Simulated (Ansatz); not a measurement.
# AlP at 50 GPa: from Born charge to LO–TO splitting and polaron coupling

Theory: Ansatz, DFT PBE, scalar-relativistic, plane waves, PAW. Settings: 420 eV plane-wave cutoff, Γ-centred 10×10×10 mesh, fixed occupations. No spin polarisation. Phonons by linear response, acoustic sum rule imposed.

The cell, relaxed at 50 GPa:
```xyz
2
Lattice="0.0000 2.4763 2.4763 2.4763 0.0000 2.4763 2.4763 2.4763 0.0000" Properties=species:S:1:pos:R:3 pbc="T T T"
Al    0.0000    0.0000    0.0000
P     3.7144    3.7144    3.7144
```

Other phases may be more stable at this pressure. The bands were filled as in an insulator; under compression the gap may have closed between mesh points.

Linear response gives ν_TO = 616.9 cm⁻¹, Born charges ±2.071 e (positive on Al) and ε∞ = 8.447. The primitive cell holds 30.368 Å³, and the masses are 26.982 and 30.974 amu.

Task: Find ν_LO and the static dielectric constant.

Result: The long-wave field adds a restoring force: ω_LO² − ω_TO² = Z*²e²/(ε_vac ε∞ μV). In these units ν_LO² − ν_TO² = 4.92064×10⁷ Z*²/(μ V ε∞) cm⁻², with μ = m₁m₂/(m₁ + m₂) = 14.420 amu: 57079 cm⁻². So ν_LO = √(616.9² + 57079) = 661.5 cm⁻¹, and the run gives 661.5. Lyddane–Sachs–Teller then gives ε0 = ε∞ (ν_LO/ν_TO)² = 9.71, against 9.71 in the run (it forms both from the same three quantities, so the match checks the arithmetic only). Between ν_TO and ν_LO the dielectric function is negative and an undamped crystal reflects fully: a reststrahlen band from 15.1 to 16.2 μm.

Task: What do the Clausius–Mossotti polarisability and the Szigeti charge come to?

Result: With the Lorentz local field, α = (3V/4π)(ε∞ − 1)/(ε∞ + 2) = 5.17 Å³ for the pair, and e_S = 3Z*/(ε∞ + 2) = 0.59 e. The Born charge includes the electrons' response to the dipole's own local field, and e_S takes that enhancement out. The Lorentz field assumes point-like polarisable ions, a poor picture once ε∞ is this large, since the electron clouds then overlap or are shared, so both numbers are formal here.

Task: How strongly does a slow electron couple to the LO mode?

Result: For one isotropic parabolic band, Fröhlich's constant is α_F = (1/ε∞ − 1/ε0) √(m* Ry/ħω_LO), with Ry = 13.606 eV, ħω_LO = 82.0 meV and m* in free-electron masses: α_F = 0.0154 × 12.88 × √m* = 0.20 √m*. The band mass isn't part of this run; for m* = 0.1, 0.3 and 1 it gives 0.06, 0.11, 0.20. In weak coupling the polaron lies α_F ħω_LO below the band edge (9 meV at m* = 0.3) with a mass m*(1 + α_F/6); past α_F of about 5 or 6 that expansion fails. A semilocal functional's ε∞ tends to be too large, which taken alone lowers α_F.

Cost: 1 run of about 0.56 core-minutes, on Intel Xeon Platinum 8259CL (Skylake/Cascade Lake) (shared hosts).

Compressed zinc-blende AlP, with its bands filled as in an insulator, comes out as a polar but largely covalent material in which electrons do most of the screening; whether a gap survives across the whole zone at 50 GPa was not established. The lattice raises the dielectric constant only from 8.447 to 9.71, because a moderate Born charge works against a stiff optical mode. That stiffness reflects light atoms joined by short, directional sp³ bonds. The same electronic screening weakens the long-range field of the LO mode, which keeps the LO–TO splitting small compared with the frequencies themselves. The Born charge of 2.071 e measures how polarisation changes as the atoms move, so it shouldn't be read as a static charge or an oxidation state.

Fröhlich coupling is weak for all three trial masses, so long-range polar coupling alone gives no sign of a self-trapped electron. This doesn't establish high mobility: in AlP at ordinary pressure the conduction-band minima lie near X, and if that ordering persists, intervalley and deformation-potential scattering could matter as much as the polar coupling estimated here.
